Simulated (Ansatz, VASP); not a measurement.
# Cross-check of C61N2 between VASP and Ansatz, part 2 of 3

One calculation is typed for both programs; each brings its own data sets. How far apart do they land? Of the first pair: The structure shown is the start of the Ansatz relaxation below; VASP solves that cell, so the two are compared at the walk's first step.

VASP 6.6.1 and Ansatz 0.2.0.

So far: Starting point; Ansatz: relaxation, PBE.

### Step 3. VASP: single point, PBE, start cell, pair 1

Level of this step: PBE, spin-polarised from a ferromagnetic start; plane waves and PAW (C, N) (VASP).

The same cell, functional, mesh and smearing now go to VASP, with its own data sets.

Lines of VASP's logs that name or quote its potential files are left out, and so is its time.

Input file INCAR:

```
SYSTEM = C61N2
PREC = Accurate
ENCUT = 520
EDIFF = 1E-06
NELM = 200
ISMEAR = -1
SIGMA = 0.01
LREAL = Auto
ALGO = Normal
GGA = PE
NELECT = 255
NBANDS = 176
ISPIN = 2
MAGMOM = 0 0 -0 0 0 -0 0 0 0 0 -0 0 -0 -0 0 0 0 0 0 -0 -0 -0 0 0 -0 -0 -0 -0 0.01 0 0 0 0.01 -0.01 -0.01 -0 -0 0.02 0.18 0.01 0.01 -0 -0.01 -0 0 0.18 0.02 0.01 0.01 -0.01 -0 -0 0 0 0 0.01 0 -0 -0 -0 0 0 0
LORBIT = 11
LWAVE = .FALSE.
LCHARG = .FALSE.
ISIF = 2
NUPDOWN = 1
LASPH = .TRUE.
GGA_COMPAT = .FALSE.
NCORE = 2
```

Input file POSCAR:

```
C61N2
1.0
    7.1439157092      0.0000000000      0.0000000000
    0.0000000000      7.1439157092      0.0000000000
    0.0000000000      0.0000000000      7.1439157092
C N
61 2
Direct
    0.0024707738      0.0012376966      0.2495513767
    0.9985594735      0.2490810464      0.0022176913
    0.2496657397      0.9985502349      0.9976284715
    0.1256068851      0.1234975378      0.3727170236
    0.1228100996      0.3732726013      0.1252419592
    0.3750613962      0.1239950240      0.1223877822
    0.0007353110      0.9985954482      0.7476926125
    0.0000188972      0.2514017624      0.4975766995
    0.2511422409      0.0025526617      0.4998709595
    0.2515000279      0.2483192793      0.7483379169
    0.1255080598      0.1222560617      0.8752242124
    0.1223974408      0.3742195609      0.6243253954
    0.3730079005      0.1269284293      0.6246117930
    0.3728621821      0.3732147898      0.8752837036
    0.0005390601      0.4997640153      0.2472629958
    0.9992505511      0.7526634158      0.0004266568
    0.2524100330      0.5011566689      0.0008314768
    0.2483910886      0.7522131026      0.2505929623
    0.1271649942      0.6236813509      0.3761880892
    0.1275727538      0.8758892538      0.1243459520
    0.3748136329      0.6222181477      0.1247458728
    0.3731280027      0.8751315461      0.3729225131
    0.9972746039      0.5006366460      0.7500652609
    0.9992050578      0.7514478360      0.4977394954
    0.2496489422      0.7522660147      0.7483939086
    0.1233365616      0.6236508354      0.8768028984
    0.1232653122      0.8761976281      0.6231576885
    0.3744638247      0.6229565383      0.6231630077
    0.3767960191      0.8752960218      0.8771270904
    0.4996910861      0.9990713776      0.2473770789
    0.5011916638      0.2478482491      0.0013369419
    0.7510252386      0.0024576158      0.0008639520
    0.7523011495      0.2484305628      0.2502813685
    0.6277557270      0.1246072933      0.3747012295
    0.6249383646      0.3724666007      0.1238101114
    0.8771900811      0.1262678672      0.1238025525
    0.8772887664      0.3759653822      0.3762911139
    0.5002078895      0.9975659007      0.7513672079
    0.5020127821      0.2480682965      0.4997661150
    0.7493415681      0.0008171989      0.4974045250
    0.7491898306      0.2476108442      0.7512137907
    0.6225692157      0.1241611794      0.8761067816
    0.6241981543      0.3760906636      0.6274505723
    0.8765128614      0.1233593782      0.6266903449
    0.8761065016      0.3724349654      0.8748156129
    0.4984529696      0.4995523667      0.2522899308
    0.5008004217      0.7516627041      0.9978947120
    0.7496177472      0.5000046397      0.0027734090
    0.7493158119      0.7503727953      0.2473110087
    0.6246260709      0.6277217121      0.3744611651
    0.6241168263      0.8767750426      0.1230234280
    0.8743007692      0.6270792073      0.1267394573
    0.8768665890      0.8769302796      0.3742078027
    0.5014504854      0.4978565180      0.7510675123
    0.4986381622      0.7478183139      0.4988941842
    0.7520078930      0.4985905692      0.5013487205
    0.7499632160      0.7503442395      0.7472218623
    0.6275916714      0.6258345118      0.8743483622
    0.6277588066      0.8754416002      0.6251778691
    0.8722481134      0.6251578521      0.6245101680
    0.8741351738      0.8726456545      0.8737562499
    0.2500390644      0.2473854776      0.2510003019
    0.2495915507      0.4984427511      0.5022903609
```

Input file KPOINTS:

```
Automatic mesh
0
Gamma
1 1 1
0 0 0
```

PAW data sets: C and N (PBE family, release 64).

Launch:

```
$ mpirun -np 8 vasp_gam
```

Numbers of over 12 decimals in the logs are rounded to 6 here.

Log:

```text
[banner, memory and clock lines left out]
running    8 mpi-ranks, on    1 nodes
[...]
LDA part: xc-table for (Slater+PW92), standard interpolation
 POSCAR, INCAR and KPOINTS ok, starting setup
[...]
entering main loop
       N       E                     dE             d eps       ncg     rms          rms(c)
DAV:   1     0.183147356561E+04    0.18315E+04   -0.15496E+05   704   0.150E+03
DAV:   2    -0.396599568424E+03   -0.22281E+04   -0.20592E+04   936   0.347E+02
DAV:   3    -0.565131925484E+03   -0.16853E+03   -0.16581E+03   880   0.917E+01
DAV:   4    -0.569154000738E+03   -0.40221E+01   -0.39994E+01   872   0.151E+01
DAV:   5    -0.569256945423E+03   -0.10294E+00   -0.10275E+00   872   0.220E+00BRMIX: very serious problems
 the old and the new charge density differ
 old charge density:   254.00000 new  255.00000
    0.320E+01
DAV:   6    -0.552841017799E+03    0.16416E+02   -0.13538E+01   824   0.852E+00    0.188E+01
DAV:   7    -0.547668646107E+03    0.51724E+01   -0.13604E+01   840   0.843E+00    0.504E+00
DAV:   8    -0.547768241119E+03   -0.99595E-01   -0.67941E-01   856   0.210E+00    0.252E+00
DAV:   9    -0.547772505950E+03   -0.42648E-02   -0.78041E-02   880   0.895E-01    0.834E-01
[...]
DAV:  15    -0.547774945459E+03   -0.93110E-05   -0.69183E-06   808   0.802E-03    0.523E-03
DAV:  16    -0.547774946636E+03   -0.11768E-05   -0.19814E-06   552   0.402E-03    0.175E-03
DAV:  17    -0.547774946707E+03   -0.71448E-07   -0.17068E-07   448   0.126E-03
   1 F= -.54777495E+03 E0= -.54777495E+03  d E =-.188969E-11  mag=     1.0000
```

From OUTCAR (step 3):

```text
  FREE ENERGIE OF THE ION-ELECTRON SYSTEM (eV)
  ---------------------------------------------------
  free  energy   TOTEN  =      -547.7749467070 eV

  energy  without entropy=     -547.7749467070  energy(sigma->0) =     -547.77494671

 magnetization (x)
# of ion       s       p       d       tot
------------------------------------------
    1        0.000   0.002   0.000   0.003
    2        0.000   0.002   0.000   0.002
    3       -0.000  -0.000   0.000  -0.000
    4       -0.000   0.001   0.000   0.001
    5        0.000   0.001   0.000   0.001
    6       -0.000  -0.000   0.000  -0.001
    7        0.000   0.001   0.000   0.001
    8        0.000   0.001   0.000   0.002
    9       -0.000   0.003   0.000   0.003
   10       -0.000   0.003   0.000   0.003
   11       -0.000  -0.000   0.000  -0.000
   12        0.000   0.001   0.000   0.001
   13       -0.001   0.003   0.000   0.002
[...]
--------------------------------------------------
tot          0.094   0.550   0.000   0.644

[... 1 further part left out ...]
```

The run ends at a pressure of 7.39 GPa, with forces up to 3.3 eV/Å.

### Step 4. Differences

Known differences besides the potentials themselves: VASP starts from the moments at which Ansatz ended; the cutoff is 420 eV in Ansatz and 520 eV in VASP (PREC = Accurate, projectors in real space). Total energies have different zeros and are not compared.

Forces on 10 of the 63 atoms, those with the largest forces and the largest differences (eV/Å; atoms numbered as in POSCAR):

```csv
atom,"Ansatz x, y, z","VASP x, y, z"
C10,"-0.836, 0.548, 0.415","-0.851, 0.559, 0.426"
C19,"-0.097, -0.198, 0.570","-0.094, -0.213, 0.564"
C28,"-0.985, -0.331, 0.127","-0.969, -0.341, 0.123"
C35,"-0.616, 1.176, 1.677","-0.622, 1.182, 1.682"
C39,"2.112, -0.779, 1.547","2.104, -0.768, 1.539"
C43,"-0.121, -1.529, -1.519","-0.122, -1.528, -1.528"
C46,"2.610, 1.109, -1.749","2.605, 1.096, -1.746"
C50,"-0.520, -1.817, -0.659","-0.514, -1.827, -0.655"
N62,"-1.903, -1.387, -2.268","-1.903, -1.388, -2.281"
N63,"-2.020, 1.996, 1.334","-2.028, 2.001, 1.338"
```

The forces differ by 6.5 meV/Å r.m.s., which is 0.8 % of the r.m.s. force of 0.786 eV/Å (both taken over all components). Moments aren't recorded for both runs of this pair, so they may hold unlike magnetic states. The cell carries a charge of -1 e against a uniform background, so its pressure also hangs on how the neutralising background is counted, and in a defect's cell a gap may be the spacing between its levels.

### Step 5. Ansatz: relaxation, PBE

This run makes the geometry at which the two programs are then compared.

The structure compared here is the end of the Ansatz relaxation.

Input file input.yaml:

```yaml
crystal:
  lattice:
    - [7.14391571, 0.0, 0.0]
    - [0.0, 7.14391571, 0.0]
    - [0.0, 0.0, 7.14391571]
  atoms:
    - { symbol: C, position: [0.002470766, 0.00123763, 0.249551371] }
    - { symbol: C, position: [-0.001440489, 0.249081074, 0.002217711] }
    - { symbol: C, position: [0.249665681, -0.001449828, -0.002371477] }
    - { symbol: "N", position: [0.250039118, 0.247385537, 0.251000364], spin: 0.25 }
    - { symbol: C, position: [0.125606857, 0.123497525, 0.372717026] }
    - { symbol: C, position: [0.122810163, 0.373272647, 0.125241961] }
    - { symbol: C, position: [0.37506137, 0.123995032, 0.122387731] }
    - { symbol: C, position: [0.000735297, -0.001404562, 0.747692573] }
    - { symbol: C, position: [1.887e-05, 0.251401759, 0.497576698] }
    - { symbol: C, position: [0.25114226, 0.0025527, 0.499870995] }
    - { symbol: C, position: [0.251500083, 0.248319255, 0.748337916] }
    - { symbol: C, position: [0.1255081, 0.122256057, 0.875224256] }
    - { symbol: C, position: [0.122397418, 0.374219577, 0.624325326] }
    - { symbol: C, position: [0.37300792, 0.12692837, 0.62461182] }
    - { symbol: C, position: [0.372862184, 0.373214812, 0.875283765] }
    - { symbol: C, position: [0.000539129, 0.499764003, 0.247262972] }
    - { symbol: C, position: [-0.000749484, 0.752663441, 0.000426655] }
    - { symbol: C, position: [0.252410084, 0.501156652, 0.000831464] }
    - { symbol: C, position: [0.248391145, 0.752213053, 0.250593006] }
    - { symbol: C, position: [0.127165008, 0.62368138, 0.376188132] }
    - { symbol: C, position: [0.127572767, 0.875889272, 0.12434598] }
    - { symbol: C, position: [0.374813603, 0.622218208, 0.124745903] }
    - { symbol: C, position: [0.373128028, 0.875131614, 0.372922483] }
    - { symbol: C, position: [-0.002725466, 0.500636587, 0.750065315] }
    - { symbol: C, position: [-0.000794895, 0.751447829, 0.497739556] }
    - { symbol: "N", position: [0.249591569, 0.498442696, 0.502290342], spin: 0.25 }
    - { symbol: C, position: [0.249648894, 0.752265999, 0.74839387] }
    - { symbol: C, position: [0.12333659, 0.623650836, 0.876802915] }
    - { symbol: C, position: [0.123265319, 0.876197603, 0.623157636] }
    - { symbol: C, position: [0.374463816, 0.62295655, 0.62316302] }
    - { symbol: C, position: [0.376796047, 0.875296034, 0.877127029] }
    - { symbol: C, position: [0.499691137, -0.000928568, 0.247377017] }
    - { symbol: C, position: [0.501191596, 0.247848207, 0.001336998] }
    - { symbol: C, position: [0.751025225, 0.002457671, 0.000863972] }
    - { symbol: C, position: [0.752301158, 0.248430557, 0.250281422] }
    - { symbol: C, position: [0.627755747, 0.124607232, 0.374701227] }
    - { symbol: C, position: [0.624938398, 0.372466609, 0.12381012] }
    - { symbol: C, position: [0.877190033, 0.126267887, 0.123802547] }
    - { symbol: C, position: [0.87728881, 0.375965366, 0.376291159] }
    - { symbol: C, position: [0.500207927, -0.002434136, 0.751367269] }
    - { symbol: C, position: [0.502012815, 0.248068275, 0.499766135], spin: 0.25 }
    - { symbol: C, position: [0.74934157, 0.000817154, 0.497404542] }
    - { symbol: C, position: [0.749189803, 0.247610831, 0.751213725] }
    - { symbol: C, position: [0.622569158, 0.124161177, 0.876106825] }
    - { symbol: C, position: [0.624198108, 0.3760906, 0.627450559] }
    - { symbol: C, position: [0.87651283, 0.123359311, 0.626690314] }
    - { symbol: C, position: [0.876106466, 0.372434965, 0.874815593] }
    - { symbol: C, position: [0.498453013, 0.499552301, 0.252289994], spin: 0.25 }
    - { symbol: C, position: [0.500800384, 0.751662698, -0.00210535] }
    - { symbol: C, position: [0.749617742, 0.500004654, 0.002773362] }
    - { symbol: C, position: [0.749315793, 0.750372799, 0.247311031] }
    - { symbol: C, position: [0.624626016, 0.627721676, 0.374461213] }
    - { symbol: C, position: [0.624116892, 0.876775079, 0.123023414] }
    - { symbol: C, position: [0.874300771, 0.627079156, 0.126739501] }
    - { symbol: C, position: [0.876866603, 0.876930233, 0.374207743] }
    - { symbol: C, position: [0.501450479, 0.497856556, 0.751067444] }
    - { symbol: C, position: [0.498638109, 0.747818247, 0.498894161] }
    - { symbol: C, position: [0.752007949, 0.498590523, 0.501348774] }
    - { symbol: C, position: [0.749963179, 0.750344209, 0.7472219] }
    - { symbol: C, position: [0.627591663, 0.625834478, 0.874348381] }
    - { symbol: C, position: [0.627758817, 0.875441554, 0.625177868] }
    - { symbol: C, position: [0.87224812, 0.625157914, 0.624510209] }
    - { symbol: C, position: [0.874135145, 0.872645706, 0.873756215] }
total_charge: -1
basis:
  ecutwfc: 420
  xc_grid: 2
hamiltonian:
  xc: pbe
kpoints:
  mp_grid: { grid: [1, 1, 1] }
magnetization:
  spin_polarized: true
  initial_magnetization: 1
  spin_locking: { lock_magnetization: hard }
scf:
  occupations: { method: fermi_dirac, width: 0.01 }
  max_iter: 120
relax:
  f_tol: 0.02
  max_steps: 80
  escape_saddle: false
output:
  forces: true
```

Launch:

```
$ ansatz run input.yaml --threads 4 --pin off --max-ram 7536MiB --backend cpu --events-out ev --progress --plain --runs-dir out
```

Log:

```text
[...]
Crystal: 63 atoms, lattice volume = 364.594 Å³
Basis set: ecut = 420 eV, 7123 PW (Γ), exchange–correlation on 96×96×96 points (8 copies of the dense FFT grid, shifted against one another)
Bands: 191, of which v1, the nominal top of the filled ones, is band 128 counted from 1 (127 counted from 0)
Symmetry: 1 space group operations
[...]
k-points: 1
[...]
Starting moments: Σ|m| = 1 μB on 4 of 63 sites
[...]
- { symbol: C, position: [0.125892, 0.125675, 0.368659] }
    - { symbol: C, position: [0.125891, 0.368685, 0.125643] }
    - { symbol: C, position: [0.369586, 0.125402, 0.125390] }
    - { symbol: C, position: [0.000605214, 0.000548595, 0.748923] }
    - { symbol: C, position: [0.00301779, 0.252605, 0.496897] }
[...]
- { symbol: N, position: [0.237840, 0.512197, 0.512162] }
[...]
- { symbol: C, position: [0.624229, 0.624477, 0.873951] }
    - { symbol: C, position: [0.624228, 0.873969, 0.624474] }
    - { symbol: C, position: [0.874231, 0.624942, 0.624939] }
    - { symbol: C, position: [0.874910, 0.874744, 0.874729] }
```

(Continued in part 3 of 3.)

[Lines on the potential files, build, host, timing and source positions are cut from VASP's logs without a mark.]

[Logs are printed without paths, hosts, clocks, repeated set-up lines and the standing remarks that a program may print on its own settings, such as how far it seeks lower states.]

[Hosts, paths, dates, database ids (printed as entryN), source tags and the programs' standing remarks are cut or masked in the printed files.]
